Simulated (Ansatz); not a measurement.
Si, 8 atoms in the cell. The structure is trigonal, space group R-3 (No. 148). Conventional cell: a = 9.426 Å, b = 9.426 Å, c = 5.652 Å, α = 90.00°, β = 90.00°, γ = 120.00°. Si (site symmetry 1) has 4 Si at 2.34 to 2.38 Å as nearest neighbours. Around Si (site symmetry 3) lie 4 Si at 2.38 to 2.41 Å. This isn't the form of Si at room conditions, which is diamond.

```yaml
Program: Ansatz 0.2.0
Task: relaxation of cell and atoms
Functional: r2SCAN
Potentials_or_basis: Ansatz PAW
Cutoff: "500 eV (not typed: the program's choice for these potentials)"
k_mesh: 6 × 6 × 6
Occupations: fermi-dirac, width 0.05 eV
Spin: no spin polarisation
```

Potentials or basis: Ansatz PAW.

The run is started by

```bash
$ ansatz run input.yaml --threads 4 --pin off --max-ram 11264MiB --backend cpu --events-out ev --progress --plain --runs-dir out
```

Hardware: 4 threads of Arm Neoverse V2 (shared host).

Task: Estimate the wall time of this run.

Result: Wall time 19 s on 4 threads of Arm Neoverse V2, with other jobs on the host, peak memory 0.9 GiB. Counts: scf iterations 17, plane waves 3673, k points 40, bands 24, ion steps 4.
